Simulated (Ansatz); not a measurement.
## Where the states of Ca lie

```yaml
crystal:
  lattice:
    - [3.46297, -3.66949, 0.00000]
    - [3.46297, 3.66949, 0.00000]
    - [0.00000, 0.00000, 7.00912]
  atoms:
    - { symbol: Ca, position: [0.16179, 0.83821, 0.19651] }
    - { symbol: Ca, position: [0.83821, 0.16179, 0.80349] }
    - { symbol: Ca, position: [0.33821, 0.66179, 0.69651] }
    - { symbol: Ca, position: [0.66179, 0.33821, 0.30349] }
```

The conventional cell has a = 6.926 Å, b = 7.339 Å, c = 7.009 Å, α = 90.00°, β = 90.00°, γ = 90.00°. Ca (atom 1) is surrounded by 7 Ca at 3.54 to 3.75 Å.

Structure from Materials Project entry mp-1067285 (possibly hypothetical), not relaxed further.

Level of theory: DFT, PBE, all-electron LAPW, scalar-relativistic (Ansatz 0.2.0).

Sampling and basis: a Γ-centred 7×7×5 k mesh, Fermi–Dirac smearing of 0.03 eV, basis error target 1 meV/atom, no spin polarisation.

States per eV and cell, averaged over 0.4 eV, from -3.8 to -0.4 eV, with energies (bin centres) from the Fermi level; empty bins are left out. 

| E (eV) | total |
| --- | --- |
| -3.7 | 0.23 |
| -3.3 | 0.77 |
| -2.9 | 1.01 |
| -2.5 | 1.47 |
| -2.1 | 1.55 |
| -1.7 | 2.17 |
| -1.3 | 2.37 |
| -0.9 | 2.27 |
| -0.5 | 4.30 |
